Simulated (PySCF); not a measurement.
# Spectroscopy problems

- GFN2-xTB geometry
- shielding tensors at PBE0/pcSseg-1 (GIAO)
- J couplings at B3LYP/pcJ-1 (spin–dipole term left out of most H,H and C,H couplings)
- code: PySCF 2.14
- non-relativistic Hamiltonian, no solvent, fast rotation and ring inversion assumed for equivalent nuclei, one computed conformer

Scale: ¹H and ¹³C vs TMS (reference shieldings calculated alike). Multiplet labels drop J under 1 Hz and among equivalent protons, and merge close values. Unscaled 3J(H,H) run several per cent high. Where no couplings were computed, multiplicities follow the n + 1 count of equivalent neighbours, and m marks all less simple cases (inequivalent or close neighbours, rings, F or P nearby). Shifts are as computed. Against solution values, carbons near 30 ppm lie about +3 ppm off and those near 130 ppm about +5 ppm. Of 1211 compounds with measured shifts, 218 miss one by over three times the rms of a fit or turn the order of signals round; such compounds aren't used in these exercises.

Q: C9H8O2. ¹H NMR (300 MHz, computed): δ 8.64 (d, 2H), 8.26 (m, 1H), 7.88 (m, 1H), 7.80 (m, 2H), 5.28 (m, 1H), 4.99 (m, 1H). ¹³C{¹H} NMR (computed): δ 168.2 (C), 149.6 (CH), 139.7 (CH), 137.3 (CH), 133.8 (CH), 133.6 (C), 101.5 (CH2). Identify the compound.

A: `InChI=1S/C9H8O2/c1-2-11-9(10)8-6-4-3-5-7-8/h2-7H,1H2`. The formula gives 6 degrees of unsaturation (1 ring in the answer). 7 carbon signals for 9 carbons: some carbons are equivalent by symmetry or fast rotation. Carbon types of the structure: 2 × C, 6 × CH, 1 × CH2, which accounts for all hydrogens. δC 149.6: alkene carbon bearing oxygen; an sp2 carbon further deshielded by the attached heteroatom. δC 139.7, 137.3, 133.8: aromatic CH; the aromatic region. δC 101.5: β carbon of an enol-ether or enamine type C=C; the O or N lone pair pushes π density onto this β carbon and shields it. δH 8.64, 7.88, 7.80: hydrogen on an aromatic CH.

The data come from this structure; uniqueness wasn't tested.

Q: C9H8O2. ¹H NMR (500 MHz, computed): δ 7.29 (m, 1H), 6.73 (m, 1H), 6.68 (m, 1H), 6.58 (d, 2H), 4.99 (m, 2H), 4.13 (m, 1H). ¹³C{¹H} NMR (computed): δ 169.7 (C), 146.3 (CH), 143.6 (CH), 118.8 (CH), 118.8 (CH), 110.3 (CH), 34.4 (CH). Give a structure.

A: SMILES C1=CC(c2ccco2)C=CO1. The formula gives 6 degrees of unsaturation (2 rings in the answer). 7 carbon signals for 9 carbons: some carbons are equivalent by symmetry or fast rotation. Carbon types of the structure: 1 × C, 8 × CH, which accounts for all hydrogens. δC 169.7: substituted aromatic carbon next to the ring oxygen. δC 146.3: alkene carbon bearing oxygen; an sp2 carbon further deshielded by the attached heteroatom. δC 118.8, 118.8: aromatic CH. δC 110.3: β carbon of an enol-ether or enamine type C=C; the O or N lone pair pushes π density onto this β carbon and shields it.

The shifts were computed for this structure.

Q: C4H8. ¹H NMR (400 MHz, computed): δ 6.15 (ddt, J = 17.4, 11.2, 7.8 Hz, 1H), 5.38 (dt, J = 17.4, 1.6 Hz, 1H), 5.20 (dt, J = 11.2, 1.2 Hz, 1H), 2.13 (quint of t, J = 7.9, 1.4 Hz, 2H), 1.06 (t, J = 7.9 Hz, 3H). ¹³C{¹H} NMR (computed): δ 150.2 (CH), 120.2 (CH2), 34.1 (CH2), 17.4 (CH3). What is it?

A: `CCC=C`. Rings plus π bonds: 1 (no ring in the answer). 4 carbon signals for 4 carbons: no two carbons are equivalent. Carbon types of the structure: 1 × CH, 2 × CH2, 1 × CH3, which accounts for all hydrogens. δC 150.2: alkene CH; as expected for a trigonal carbon in a double bond. δC 120.2: terminal =CH2 carbon; an sp2 carbon of a C=C bond. δH 6.15: hydrogen on an alkene CH; olefinic region. δH 5.38, 5.20: hydrogen on a terminal =CH2 carbon; olefinic region. The protons at 5.38 and 6.15 share a coupling of 17.4 Hz (vicinal, trans across C=C). The protons at 5.20 and 6.15 share a coupling of 11.2 Hz (vicinal, cis across C=C). The protons at 2.13 and 1.06 share a coupling of 7.9 Hz (vicinal). The protons at 6.15 and 2.13 share a coupling of 7.8 Hz (vicinal).
